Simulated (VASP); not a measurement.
# ZnSe (Stilleite) (F-43m) in VASP: further runs, part 2 of 3

VASP 6.6.1.

## 3. Dielectric tensor, LDA

Input file INCAR:

```
  PREC = Accurate
  ENCUT = 500
  EDIFF = 1E-8
  ISMEAR = 0
  SIGMA = 0.01
  LREAL = F
  LASPH = T
  NELM = 100
  ALGO = Normal
  ISIF = 2
  LWAVE = F
  LCHARG = F
  LEPSILON = T
```

Input file KPOINTS:

```
regular mesh
0
Gamma
  5 5 5
```

Input file POSCAR:

```
ZnSe
1.0
    0.0000000000      2.8338000000      2.8338000000
    2.8338000000      0.0000000000      2.8338000000
    2.8338000000      2.8338000000      0.0000000000
Se Zn
1 1
Direct
    0.7500000000      0.7500000000      0.7500000000
    0.0000000000      0.0000000000      0.0000000000
```

Potentials or basis: VASP PAW LDA potentials, release 64 (Se, Zn).

Command:

```sh
$ cat potpaw_LDA.64/Se/POTCAR potpaw_LDA.64/Zn/POTCAR > POTCAR
$ mpirun -np 1 vasp_std > vasp.out
```

OUTCAR:

```text
PREC = Accurate
   ENCUT = 500
   EDIFF = 1E-8
   ISMEAR = 0
   LREAL = F
   LASPH = T
   NELM = 100
   ISIF = 2
   LEPSILON = T

 Found     10 irreducible k-points:

 Following reciprocal coordinates:
            Coordinates               Weight
  0.000000  0.000000  0.000000      1.000000
  0.200000  0.000000  0.000000      8.000000
  0.400000  0.000000  0.000000      8.000000
  0.200000  0.200000  0.000000      6.000000
  0.400000  0.200000  0.000000     24.000000
 -0.400000  0.200000  0.000000     24.000000
   k-points           NKPTS =     10   k-points in BZ     NKDIM =     10   number of bands    NBANDS=     13
   number of dos      NEDOS =    301   number of ions     NIONS =      2
   total plane-waves  NPLWV =  27000
   dimension x,y,z NGX =    30 NGY =   30 NGZ =   30
   dimension x,y,z NGXF=    60 NGYF=   60 NGZF=   60
   ions per type =               1   1
   NGX,Y,Z   is equivalent  to a cutoff of  12.44, 12.44, 12.44 a.u.
   NGXF,Y,Z  is equivalent  to a cutoff of  24.89, 24.89, 24.89 a.u.
 SYSTEM =  unknown system
   PREC   = accura    normal or accurate (medium, high low for compatibility)
   ISTART =      0    job   : 0-new  1-cont  2-samecut
   ICHARG =      2    charge: 1-file 2-atom 10-const
   ISPIN  =      1    spin polarized calculation?
   LNONCOLLINEAR =      F non collinear calculations
   LSORBIT =      F    spin-orbit coupling
   LASPH  =      T    aspherical Exc in radial PAW
   ENCUT  =  500.0 eV  36.75 Ry    6.06 a.u.   7.31  7.31  7.31*2*pi/ulx,y,z
   NELM   =    100;   NELMIN=  2; NELMDL= -5     # of ELM steps
   EDIFF  = 0.1E-07   stopping-criterion for ELM
   LREAL  =      F    real-space projection
   EDIFFG = 0.1E-06   stopping-criterion for IOM
   NSW    =      0    number of steps for IOM
   IBRION =     -1    ionic relax: 0-MD 1-quasi-New 2-CG
   NFREE  =      0    steps in history (QN), initial steepest desc. (CG)
   ISIF   =      2    stress and relaxation
   ISYM   =      2    0-nonsym 1-usesym 2-fastsym
   POTIM  = 0.5000    time-step for ionic-motion
   TEBEG  =    0.0;   TEEND  =   0.0 temperature during run
   PSTRESS=    0.0 pullay stress
   NELECT =      18.0000    total number of electrons
   NUPDOWN=      -1.0000    fix difference up-down
   EMIN   =  10.00;   EMAX   =-10.00  energy-range for DOS
   EFERMI =   0.00;   METHOD = LEGACY
   ISMEAR =     0;   SIGMA  =   0.01  broadening in eV -4-tet -1-fermi 0-gaus
   EFERMI_NEDOS =   21; number of points for ismear=-14 and -15
   IALGO  =     38    algorithm
   IMIX   =      4    mixing-type and parameters
     AMIX     =   0.40;   BMIX     =  1.00
     AMIX_MAG =   1.60;   BMIX_MAG =  1.00
  volume/ion in A,a.u.               =      22.76       153.57
  Fermi-wavevector in a.u.,A,eV,Ry     =   1.201673  2.270834 19.647073  1.444019
  Thomas-Fermi vector in A             =   2.337476
   LORBIT       =      0    0 simple, 1 ext, 2 COOP (PROOUT), +10 PAW based schemes
   GGA     = CA    functional components
   LHFCALC =     F    Hartree Fock is set to
   AEXX    =    0.0000 exact exchange contribution
   IVDW    =     0    specifies the selected vdW correction
   LEPSILON=     T    determine dielectric tensor
   LRPA    =     F    only Hartree local field effects (RPA)
 non-spin polarized calculation
 Gauss-broadening in eV      SIGMA  =   0.01
  energy-cutoff  :      500.00
[... 110 lines left out ...]
     13       9.6662      0.00000

 [... further k-points ...]

  FORCE on cell =-STRESS in cart. coord.  units (eV):
  Direction    XX          YY          ZZ          XY          YZ          ZX
  --------------------------------------------------------------------------------------
  -------------------------------------------------------------------------------------
  Total       -0.8546410     -0.8546410     -0.8546410      0.0000000     -0.0000000      0.0000000
  in kB      -30.0854640    -30.0854640    -30.0854640      0.0000000     -0.0000000      0.0000000
  external PRESSURE =     -30.0854640 kB  Pullay stress =       0.0000000 kB

 VOLUME and BASIS-vectors are now :
 -----------------------------------------------------------------------------
  energy-cutoff  :      500.00
  volume of cell :       45.51
      direct lattice vectors                 reciprocal lattice vectors
     0.000000000  2.833800000  2.833800000    -0.176441527  0.176441527  0.176441527
     2.833800000  0.000000000  2.833800000     0.176441527 -0.176441527  0.176441527
     2.833800000  2.833800000  0.000000000     0.176441527  0.176441527 -0.176441527

 POSITION                                       TOTAL-FORCE (eV/Angst)
 -----------------------------------------------------------------------------------
      4.25070      4.25070      4.25070        -0.000000     -0.000000     -0.000000
      0.00000      0.00000      0.00000         0.000000      0.000000      0.000000
 -----------------------------------------------------------------------------------
    total drift:                                0.000001      0.000001      0.000001

  FREE ENERGIE OF THE ION-ELECTRON SYSTEM (eV)
  ---------------------------------------------------
  free  energy   TOTEN  =        -7.3297217272 eV

  energy  without entropy=       -7.3297217272  energy(sigma->0) =       -7.32972173

 HEAD OF MICROSCOPIC STATIC DIELECTRIC TENSOR (INDEPENDENT PARTICLE, excluding Hartree and local field effects)
 ------------------------------------------------------
          13.666455     0.000000    -0.000000
           0.000000    13.666455     0.000000
           0.000000    -0.000000    13.666455
 ------------------------------------------------------

 Free energy of the ion-electron system (eV)
  ---------------------------------------------------
  ---------------------------------------------------
  free energy    TOTEN  =        -1.59626936 eV

  energy without entropy =       -1.59626936

------------------------ aborting loop because EDIFF is reached ----------------------------------------

--------------------------------------- Ionic step        2  -------------------------------------------

------------------------ aborting loop because EDIFF is reached ----------------------------------------

--------------------------------------- Ionic step        3  -------------------------------------------

 Free energy of the ion-electron system (eV)
  ---------------------------------------------------
  ---------------------------------------------------
  free energy    TOTEN  =        -1.59626177 eV

  energy without entropy =       -1.59626177

------------------------ aborting loop because EDIFF is reached ----------------------------------------

 PIEZOELECTRIC TENSOR FIELD DIRECTION 3  (e Angst)
 -----------------------------------------------------------------------------
    -0.00091  2.47793  0.00000           (  0.00000 -0.05326  0.00000)
     2.47793 -0.00091  0.00000           ( -0.05326  0.00000  0.00000)
     0.00000  0.00000  0.00063           (  0.00000  0.00000 -0.00000)

 PIEZOELECTRIC TENSOR FIELD DIRECTION 3  (C/m^2)
 -----------------------------------------------------------------------------
    -0.00032  0.87229  0.00000
     0.87229 -0.00032  0.00000
     0.00000  0.00000  0.00022

 MACROSCOPIC STATIC DIELECTRIC TENSOR (including local field effects in DFT)
 ------------------------------------------------------
          13.162188    -0.000000     0.000000
           0.000000    13.162188    -0.000000
          -0.000000     0.000000    13.162188
 ------------------------------------------------------

 PIEZOELECTRIC TENSOR (including local field effects)  for field in x, y, z        (e  Angst)
          XX          YY          ZZ          XY          YZ          ZX
  --------------------------------------------------------------------------------
  x     0.00000    -0.00000    -0.00000     0.00000     2.51887     0.00000
  y     0.00000    -0.00000    -0.00000     0.00000     0.00000     2.51887
  z    -0.00000     0.00000     0.00000     2.51887     0.00000     0.00000

 PIEZOELECTRIC TENSOR (including local field effects)  for field in x, y, z        (C/m^2)
          XX          YY          ZZ          XY          YZ          ZX
  --------------------------------------------------------------------------------
  x     0.00000    -0.00000    -0.00000     0.00000     0.88670     0.00000
  y     0.00000    -0.00000    -0.00000     0.00000     0.00000     0.88670
  z    -0.00000     0.00000     0.00000     0.88670     0.00000     0.00000

 BORN EFFECTIVE CHARGES (including local field effects) (in |e|, cummulative output)
 ---------------------------------------------------------------------------------
 ion    1
    1    -2.40997     0.00000     0.00000
    2     0.00000    -2.40997     0.00000
    3    -0.00000    -0.00000    -2.40997
 ion    2
    1     2.40997     0.00000     0.00000
    2     0.00000     2.40997     0.00000
    3     0.00000     0.00000     2.40997
```

stdout:

```text
POSCAR found type information on POSCAR SeZn
 POSCAR found :  2 types and       2 ions
 scaLAPACK will be used
 LDA part: xc-table for (Slater(with rela. corr.)+CA(PZ))
 , standard interpolation
 POSCAR, INCAR and KPOINTS ok, starting setup
 FFT: planning ... GRIDC
 FFT: planning ... GRID_SOFT
 FFT: planning ... GRID
 WAVECAR not read
 entering main loop
 Linear response reoptimize wavefunctions to high precision
 Linear response G [H, r] |phi>, progress :
  Direction:   1
 Linear response G [H, r] |phi>, progress :
  Direction:   2
 Linear response G [H, r] |phi>, progress :
  Direction:   3
 Linear response to external field (no local field effect), progress :
  Direction:   1
 dielectric tensor                  component  1 :    15.067     4.660     1.600
 Linear response to external field (no local field effect), progress :
  Direction:   2
 dielectric tensor                  component  2 :     4.660    15.144    -1.683
 Linear response to external field (no local field effect), progress :
  Direction:   3
 dielectric tensor                  component  3 :     1.601    -1.684    10.789
 Linear response to external field, progress :
  Direction:   1
 dielectric tensor                  component  1 :    13.162     2.809     0.659
 Linear response to external field, progress :
  Direction:   2
 dielectric tensor                  component  2 :     2.809    13.162     0.580
 Linear response to external field, progress :
  Direction:   3
 dielectric tensor                  component  3 :     2.057     1.411    13.162
 Born effective charges drift removed
```

Wall time 66 s (1 thread of AMD EPYC 9R14 (Zen 4), shared host); peak memory 0.15 GiB.

These settings aren't checked as converged: the numbers below hold their error.

Results:

- Band gap on the k mesh: 1.06 eV, direct
- Electronic dielectric tensor (diagonal): 13.16
- Born charges (mean of the diagonal): Se -2.41; Zn +2.41 e

## 4. Dielectric tensor, LDA

Edit INCAR of step 3 so:

```diff
@@ -1,3 +1,3 @@
   PREC = Accurate
-  ENCUT = 500
+  ENCUT = 600
   EDIFF = 1E-8
```

KPOINTS is that of step 3.

POSCAR is that of step 3.

Potentials or basis: VASP PAW LDA potentials, release 64 (Se, Zn).

Command:

```sh
$ cat potpaw_LDA.64/Se/POTCAR potpaw_LDA.64/Zn/POTCAR > POTCAR
$ mpirun -np 1 vasp_std > vasp.out
```

OUTCAR:

```text
PREC = Accurate
   ENCUT = 600
   EDIFF = 1E-8
   ISMEAR = 0
   LREAL = F
   LASPH = T
   NELM = 100
   ISIF = 2
   LEPSILON = T

 Found     10 irreducible k-points:

 Following reciprocal coordinates:
            Coordinates               Weight
  0.000000  0.000000  0.000000      1.000000
  0.200000  0.000000  0.000000      8.000000
  0.400000  0.000000  0.000000      8.000000
  0.200000  0.200000  0.000000      6.000000
  0.400000  0.200000  0.000000     24.000000
 -0.400000  0.200000  0.000000     24.000000
   k-points           NKPTS =     10   k-points in BZ     NKDIM =     10   number of bands    NBANDS=     13
   number of dos      NEDOS =    301   number of ions     NIONS =      2
   total plane-waves  NPLWV =  32768
   dimension x,y,z NGX =    32 NGY =   32 NGZ =   32
   dimension x,y,z NGXF=    64 NGYF=   64 NGZF=   64
   ions per type =               1   1
   NGX,Y,Z   is equivalent  to a cutoff of  13.27, 13.27, 13.27 a.u.
   NGXF,Y,Z  is equivalent  to a cutoff of  26.55, 26.55, 26.55 a.u.
 SYSTEM =  unknown system
   PREC   = accura    normal or accurate (medium, high low for compatibility)
   ISTART =      0    job   : 0-new  1-cont  2-samecut
   ICHARG =      2    charge: 1-file 2-atom 10-const
   ISPIN  =      1    spin polarized calculation?
   LNONCOLLINEAR =      F non collinear calculations
   LSORBIT =      F    spin-orbit coupling
   LASPH  =      T    aspherical Exc in radial PAW
   ENCUT  =  600.0 eV  44.10 Ry    6.64 a.u.   8.00  8.00  8.00*2*pi/ulx,y,z
   NELM   =    100;   NELMIN=  2; NELMDL= -5     # of ELM steps
   EDIFF  = 0.1E-07   stopping-criterion for ELM
   LREAL  =      F    real-space projection
   EDIFFG = 0.1E-06   stopping-criterion for IOM
   NSW    =      0    number of steps for IOM
   IBRION =     -1    ionic relax: 0-MD 1-quasi-New 2-CG
   NFREE  =      0    steps in history (QN), initial steepest desc. (CG)
   ISIF   =      2    stress and relaxation
   ISYM   =      2    0-nonsym 1-usesym 2-fastsym
   POTIM  = 0.5000    time-step for ionic-motion
   TEBEG  =    0.0;   TEEND  =   0.0 temperature during run
   PSTRESS=    0.0 pullay stress
   NELECT =      18.0000    total number of electrons
   NUPDOWN=      -1.0000    fix difference up-down
   EMIN   =  10.00;   EMAX   =-10.00  energy-range for DOS
   EFERMI =   0.00;   METHOD = LEGACY
   ISMEAR =     0;   SIGMA  =   0.01  broadening in eV -4-tet -1-fermi 0-gaus
   EFERMI_NEDOS =   21; number of points for ismear=-14 and -15
   IALGO  =     38    algorithm
   IMIX   =      4    mixing-type and parameters
     AMIX     =   0.40;   BMIX     =  1.00
     AMIX_MAG =   1.60;   BMIX_MAG =  1.00
  volume/ion in A,a.u.               =      22.76       153.57
  Fermi-wavevector in a.u.,A,eV,Ry     =   1.201673  2.270834 19.647073  1.444019
  Thomas-Fermi vector in A             =   2.337476
   LORBIT       =      0    0 simple, 1 ext, 2 COOP (PROOUT), +10 PAW based schemes
   GGA     = CA    functional components
   LHFCALC =     F    Hartree Fock is set to
   AEXX    =    0.0000 exact exchange contribution
   IVDW    =     0    specifies the selected vdW correction
   LEPSILON=     T    determine dielectric tensor
   LRPA    =     F    only Hartree local field effects (RPA)
 non-spin polarized calculation
 Gauss-broadening in eV      SIGMA  =   0.01
  energy-cutoff  :      600.00
[... 109 lines left out ...]
     13       9.6660      0.00000

 [... further k-points ...]

  FORCE on cell =-STRESS in cart. coord.  units (eV):
  Direction    XX          YY          ZZ          XY          YZ          ZX
  --------------------------------------------------------------------------------------
  -------------------------------------------------------------------------------------
  Total       -0.8610403     -0.8610403     -0.8610403      0.0000000      0.0000000      0.0000000
  in kB      -30.3107352    -30.3107352    -30.3107352      0.0000000      0.0000000      0.0000000
  external PRESSURE =     -30.3107352 kB  Pullay stress =       0.0000000 kB

 VOLUME and BASIS-vectors are now :
 -----------------------------------------------------------------------------
  energy-cutoff  :      600.00
  volume of cell :       45.51
      direct lattice vectors                 reciprocal lattice vectors
     0.000000000  2.833800000  2.833800000    -0.176441527  0.176441527  0.176441527
     2.833800000  0.000000000  2.833800000     0.176441527 -0.176441527  0.176441527
     2.833800000  2.833800000  0.000000000     0.176441527  0.176441527 -0.176441527

 POSITION                                       TOTAL-FORCE (eV/Angst)
 -----------------------------------------------------------------------------------
      4.25070      4.25070      4.25070        -0.000000     -0.000000     -0.000000
      0.00000      0.00000      0.00000         0.000000      0.000000      0.000000
 -----------------------------------------------------------------------------------
    total drift:                               -0.000000     -0.000000     -0.000000

  FREE ENERGIE OF THE ION-ELECTRON SYSTEM (eV)
  ---------------------------------------------------
  free  energy   TOTEN  =        -7.3296348866 eV

  energy  without entropy=       -7.3296348866  energy(sigma->0) =       -7.32963489

 HEAD OF MICROSCOPIC STATIC DIELECTRIC TENSOR (INDEPENDENT PARTICLE, excluding Hartree and local field effects)
 ------------------------------------------------------
          13.665748     0.000000     0.000000
           0.000000    13.665748    -0.000000
           0.000000     0.000000    13.665748
 ------------------------------------------------------

 Free energy of the ion-electron system (eV)
  ---------------------------------------------------
  ---------------------------------------------------
  free energy    TOTEN  =        -1.59641221 eV

  energy without entropy =       -1.59641221

------------------------ aborting loop because EDIFF is reached ----------------------------------------

--------------------------------------- Ionic step        2  -------------------------------------------

------------------------ aborting loop because EDIFF is reached ----------------------------------------

--------------------------------------- Ionic step        3  -------------------------------------------

 Free energy of the ion-electron system (eV)
  ---------------------------------------------------
  ---------------------------------------------------
  free energy    TOTEN  =        -1.59640485 eV

  energy without entropy =       -1.59640485

------------------------ aborting loop because EDIFF is reached ----------------------------------------

 PIEZOELECTRIC TENSOR FIELD DIRECTION 3  (e Angst)
 -----------------------------------------------------------------------------
    -0.00091  2.47762  0.00000           (  0.00000 -0.05323  0.00000)
     2.47762 -0.00091  0.00000           ( -0.05323  0.00000  0.00000)
     0.00000  0.00000  0.00064           (  0.00000  0.00000 -0.00000)

 PIEZOELECTRIC TENSOR FIELD DIRECTION 3  (C/m^2)
 -----------------------------------------------------------------------------
    -0.00032  0.87218  0.00000
     0.87218 -0.00032  0.00000
     0.00000  0.00000  0.00023

 MACROSCOPIC STATIC DIELECTRIC TENSOR (including local field effects in DFT)
 ------------------------------------------------------
          13.161457     0.000000    -0.000000
          -0.000000    13.161457     0.000000
           0.000000    -0.000000    13.161457
 ------------------------------------------------------

 PIEZOELECTRIC TENSOR (including local field effects)  for field in x, y, z        (e  Angst)
          XX          YY          ZZ          XY          YZ          ZX
  --------------------------------------------------------------------------------
  x    -0.00000    -0.00000    -0.00000     0.00000     2.51857     0.00000
  y     0.00000     0.00000     0.00000    -0.00000     0.00000     2.51857
  z     0.00000     0.00000    -0.00000     2.51857    -0.00000    -0.00000

 PIEZOELECTRIC TENSOR (including local field effects)  for field in x, y, z        (C/m^2)
          XX          YY          ZZ          XY          YZ          ZX
  --------------------------------------------------------------------------------
  x    -0.00000    -0.00000    -0.00000     0.00000     0.88660     0.00000
  y     0.00000     0.00000     0.00000    -0.00000     0.00000     0.88660
  z     0.00000     0.00000    -0.00000     0.88660    -0.00000    -0.00000

 BORN EFFECTIVE CHARGES (including local field effects) (in |e|, cummulative output)
 ---------------------------------------------------------------------------------
 ion    1
    1    -2.41005     0.00000    -0.00000
    2     0.00000    -2.41005    -0.00000
    3     0.00000     0.00000    -2.41005
 ion    2
    1     2.41005     0.00000     0.00000
    2     0.00000     2.41005     0.00000
    3    -0.00000    -0.00000     2.41005
```

Run time: 69 s. Hardware: 1 thread of AMD EPYC 9R14 (Zen 4), shared host; peak memory 0.17 GiB.

The run converged, but some of its settings lie outside the range that counts as converged, so its numbers aren't taken as properties of the crystal.

Results:

```
Band gap on the k mesh                  : 1.06 eV, direct
Electronic dielectric tensor (diagonal) : 13.16
Born charges (mean of the diagonal)     : Se -2.41; Zn +2.41 e
```

(Part 2 of 3 ends here.)
